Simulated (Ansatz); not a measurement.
**Relaxing NiGe**

Theory: Ansatz, DFT PBE, scalar-relativistic, plane waves, PAW. Cutoff 420 eV, Γ-centred k mesh, Gaussian smearing, no spin polarisation in the final step.

NiGe was placed on the AuCd (B19) structure type (Pmma, No. 51), with Ni in place of Cd, Ge in place of Au, at a guessed volume.

```xyz
4
Lattice="4.3006 0.0000 0.0000 0.0000 2.8460 0.0000 0.0000 0.0000 4.3909" Properties=species:S:1:pos:R:3 pbc="T T T"
Ni    3.2254    0.0000    3.0166
Ni    1.0751    0.0000    1.3744
Ge    3.2254    1.4230    0.8255
Ge    1.0751    1.4230    3.5654
```

Cell and atoms relax at zero pressure; the relaxation can't lower the symmetry of the start. After a coarse first stage the cell is made exact in the group found at 0.06 Å.

Energies over the elements count from the elements' standard structures at the same level, with no empirical corrections.

Problem. Describe the relaxed structure.

Solution. It keeps Pmma (No. 51). The result has the AuCd (B19) structure. Conventional cell: a = 4.623 Å, b = 2.783 Å, c = 4.140 Å. Ni is coordinated by 4 Ge at 2.43–2.56 Å, 4 Ge at 2.74 Å and 4 Ni at 2.78 Å; around Ge lie 4 Ni at 2.43–2.56 Å, 4 Ni at 2.74 Å and 4 Ge at 2.78–2.86 Å.

```xyz
4
Lattice="4.6229 0.0000 0.0000 0.0000 2.7829 0.0000 0.0000 0.0000 4.1404" Properties=species:S:1:pos:R:3 pbc="T T T"
Ni    3.4672    0.0000    2.8389
Ni    1.1557    0.0000    1.3016
Ge    3.4672    1.3915    0.8439
Ge    1.1557    1.3915    3.2965
```

Problem. What are its volume, energy, density and gap?

Solution. The volume per atom is 13.32 Å³, the density is 8.19 g/cm³ and the energy over the elements is -0.07 eV/atom. The gap on the 10×16×12 mesh is 0 eV (a metal).

The final run used a 10×16×12 mesh on its 4-atom cell and 0.10 eV smearing. For metals, differences of a few meV/atom aren't resolved. A structure relaxed within its symmetry needn't be a true minimum. The steps took about 10 core-minutes in all.